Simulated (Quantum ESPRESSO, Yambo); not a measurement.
# GaP (F-43m): G0W0 on several meshes in Yambo, part 2 of 2

Aim: the GW shift of GaP (F-43m) against the k mesh.

Quantum ESPRESSO 7.5 and Yambo 5.3.0; PBE and many-body steps on it, plane waves. Known limits of the many-body steps: not at the basis limit; no spin-orbit coupling; coarse k mesh.

So far. Step 4 (2×2×2): The gap on the mesh goes from 1.65 eV to 2.17 eV, a correction of +0.52 eV. Step 5 (Empty states on the mesh, 6×6×6 mesh, 133 bands): On this mesh the gap is 1.653 eV.

**6. Conversion and set-up**

This step: Yambo 5.3.0; conversion and set-up on PBE, plane waves, norm-conserving pseudopotentials.

On the command line:

```bash
$ (cd o/x.save; p2y > p2y.log; mv SAVE ../..); yambo > setup.log
```

Output:

```text
 Yambo, version 5.3.0

 [02] CORE Variables Setup
 =========================

  [02.01] Unit cells
  ==================

  Cell kind             :  FCC
  Atoms in the cell     :  Ga  P
  number of Ga atoms    :  1
  number of P  atoms    :  1

  List of atomic masses
  Mass of Ga    :  69.72300
  Mass of P     :  30.97400

  List of atomic coordinates    : [cc]
  Ga1       :  0.000000  0.000000  0.000000  order 1
  P1       :  2.574988  2.574988  2.574988  order 2

  Alat factors          :  5.149976  5.149976  5.149976 [a.u.]
  Direct lattice volume :  273.1780 [a.u.]
[...]
Q [ 1]         [rlu]:  0.000000  0.000000  0.000000
 Q [ 2]         [rlu]:  0.25176E-17  0.25176E-17  0.16667
 Q [ 3]         [rlu]:  0.50351E-17  0.50351E-17  0.33333
[...]
Q [ 8]         [rlu]:  0.51853E-17  0.16667     -0.33333
 Q [ 9]         [rlu]: -0.32791E-16  0.16667     -0.16667
 Q [10]         [rlu]:  0.25050E-16  0.33333      0.33333
     [... 4 further rows ...]
 Q [15]         [rlu]:  0.166667  0.333333 -0.333333
 Q [16]         [rlu]:  0.166667 -0.500000 -0.333333

  [03.01] X indexes
  =================

   [03.01.01] Sigma indexes
   ========================

 [06] Game Over & Game summary
```

The job ended after 3.5 s (1 MPI rank of Arm Neoverse V1, shared host; peak memory 0.25 GiB).

**7. 6×6×6**

This step: G0W0 on PBE, plane waves, norm-conserving pseudopotentials.

The input, gw14.in:

```
HF_and_locXC
gw0
dyson
ppa
em1d
rim_cut
RandQpts= 1000000
RandGvec= 1 RL
EXXRLvcs= 104 Ry
VXCRLvcs= 416 Ry
Chimod= "HARTREE"
% BndsRnXp
 1 | 133 |
%
NGsBlkXp= 15.5 Ry
% LongDrXp
 1 | 1 | 1 |
%
% GbndRnge
 1 | 133 |
%
DysSolver= "n"
ExtendOut
PPAPntXp= 27.21138 eV
% QPkrange
 1 | 1 | 12 | 15 |
 13 | 13 | 12 | 15 |
%
```

On the command line:

```bash
$ OMP_NUM_THREADS=1 mpirun -n 4 yambo -F gw14.in -J gw14 -C gw14 > gw14.log
```

Output:

```text
 Yambo, version 5.3.0

 [02] CORE Variables Setup
 =========================

  [... cell, symmetries and grids as in the set-up ...]

  [02.05] Energies & Occupations
  ==============================

  [X] === General ===
  [X] Electronic Temperature                        :  0.000000  0.000000 [eV K]
  [X] Bosonic    Temperature                        :  0.000000  0.000000 [eV K]
  [X] Finite Temperature mode                       : no
  [X] El. density                                   :  0.64228E+24 [cm-3]
  [X] Fermi Level                                   :  8.204632 [eV]

  [X] === Gaps and Widths ===
  [X] Conduction Band Min                           :  1.653057 [eV]
  [X] Valence Band Max                              :  0.000000 [eV]
  [X] Filled Bands                                  :  13
  [X] Empty Bands                                   :   14  133
  [X] Direct Gap                                    :  1.817542 [eV]
  [X] Direct Gap localized at k                     :  1
  [X] Indirect Gap                                  :  1.653057 [eV]
  [X] Indirect Gap between kpts                     :   1  13
  [X] Last valence band width                       :  3.261237 [eV]
  [X] 1st conduction band width                     :  2.255514 [eV]

 [03] Transferred momenta grid and indexing
 ==========================================

 IBZ Q-points                                      :  16
 BZ  Q-points                                      :  216

 K/Q-points units:
 rlu = crystal or reduced units; cc = cartesian coordinates; iku = interal k-units

 Q [ 1]         [rlu]:  0.000000  0.000000  0.000000
 Q [ 2]         [rlu]:  0.25176E-17  0.25176E-17  0.16667
 Q [ 3]         [rlu]:  0.50351E-17  0.50351E-17  0.33333
[...]
NLCC RL compoments                               :   39189
  PP Number of Atomic Species                      :  2
  NLCC RL compoments                               :   39189

 [xc] E_xc :  -23.20211 [Ha]
      E_xc :  -46.40422 [Ry]

  Local XC kind (lXC) : Perdew, Burke & Ernzerhof(X)+Perdew, Burke & Ernzerhof(C)
  Non-Local XC kind (nlXC) : Hartree-Fock

  Corrections @ K [1] :  [eV]
 <12|nlXC|12> = -15.02569 -0.93544E-17 <12|lXC|12> = -13.27694 -0.94389E-16
 <13|nlXC|13> = -15.02565 -0.95571E-17 <13|lXC|13> = -13.27694  0.37761E-15
 <14|nlXC|14> = -8.455242  0.48717E-17 <14|lXC|14> = -12.70668 -0.75186E-20
[...]
Corrections @ K [13] :  [eV]
[...]
<14|nlXC|14> = -6.128165  0.19660E-17 <14|lXC|14> = -9.806916 -0.70726E-16
 <15|nlXC|15> = -7.118281  0.15298E-17 <15|lXC|15> = -10.97858 -0.50101E-16

 [08] Dyson equation: Newton solver
 ==================================

  [08.01] G0W0 (W PPA)
  ====================

  [  GW  ] Bands range     :    1  133
  [GW/PPA] G damping       :  0.100000 [eV]

  QP @ state[ 1 ] K range:  1  1
  QP @ state[ 1 ] b range:  12  15
  QP @ state[ 2 ] K range:  13  13
  QP @ state[ 2 ] b range:  12  15

   Sc/G bands                                       :    1  133
   Sc/G damping                                     :  0.100000 ev
   Sc bands terminator                              : no
   Sx RL components                                 :   4957

   QP @ state[ 1 ] K range                          :  1  1
   QP @ state[ 1 ] b range                          :  12  15
   QP @ state[ 2 ] K range                          :  13  13
   QP @ state[ 2 ] b range                          :  12  15
   GF energies kind                                 : Perdew, Burke & Ernzerhof(X)+Perdew, Burke & Ernzerhof(C)
   GF WF`s kind                                     : Perdew, Burke & Ernzerhof(X)+Perdew, Burke & Ernzerhof(C)
   Xs energies kind                                 : Perdew, Burke & Ernzerhof(X)+Perdew, Burke & Ernzerhof(C)
   Xs WF`s kind                                     : Perdew, Burke & Ernzerhof(X)+Perdew, Burke & Ernzerhof(C)

 [11] Game Over & Game summary
```

Run time: 12 min. Hardware: 4 MPI ranks; peak memory 2.2 GiB.

This step gave:

```yaml
g0w0_gap_on_the_points_computed: 2.298 eV
starting_gap_on_the_mesh: 1.653 eV
k_of_the_valence_top: 0, 0, 0
k_of_the_conduction_bottom: 0, -0.5, -0.5
least_direct_g0w0_gap_on_the_computed_points: 2.683 eV
z_at_the_valence_top: 0.7826
z_at_the_conduction_bottom: 0.8068
```

Against G0W0 in Yambo (2×2×2 mesh, 133 bands, screening to 210.9 eV, Godby-Needs plasmon pole), the gap moves by +0.129 eV.

**8. The runs together**

Times are wall times on 4 MPI ranks of Arm Neoverse V1, shared host, good to a factor of about two.

```csv
run,mesh,bands,screening cutoff (eV),DFT gap (eV),gap on the mesh (eV),direct (eV),time
2×2×2,2×2×2,133,210.9,1.653,2.169,2.736,14 s
6×6×6,6×6×6,133,210.9,1.653,2.298,2.683,12 min
```

**9. Summary of results**

| Item | Value |
| --- | --- |
| 2×2×2 | 2.169 eV |
| 6×6×6 | 2.298 eV |
| known limits | not at the basis limit; no spin-orbit coupling; coarse k mesh |

6×6×6: +0.129 eV against 2×2×2. Bands and cutoff are finite, so the gap is not at the basis limit. The miss can reach some tenths of an eV and take either sign; the mesh is an error of its own. In the G0W0 runs levels were corrected at 2 k points alone, so a gap called «on the mesh» is the least over those, and an edge elsewhere would be missed. A denser mesh or path gives a starting gap of 1.59 eV: the GW mesh misses a band edge, so its gaps are not the fundamental one. The 2×2×2 mesh is coarse for this cell, which bears on the long-range parts of exchange and screening. The many-body steps are scalar-relativistic: spin-orbit coupling is not in them.

[Paths, hosts, dates, memory and timing lines, banners, echoed tables and standing remarks are left out of the program output.]

[Logs are printed without paths, hosts, clocks, repeated set-up lines and the standing remarks that a program may print on its own settings, such as how far it seeks lower states.]

[Runs of the session that timed out or met a known fault of the program may be left out.]

[Hosts, paths, dates, database ids (printed as entryN), source tags and the programs' standing remarks are cut or masked in the printed files.]
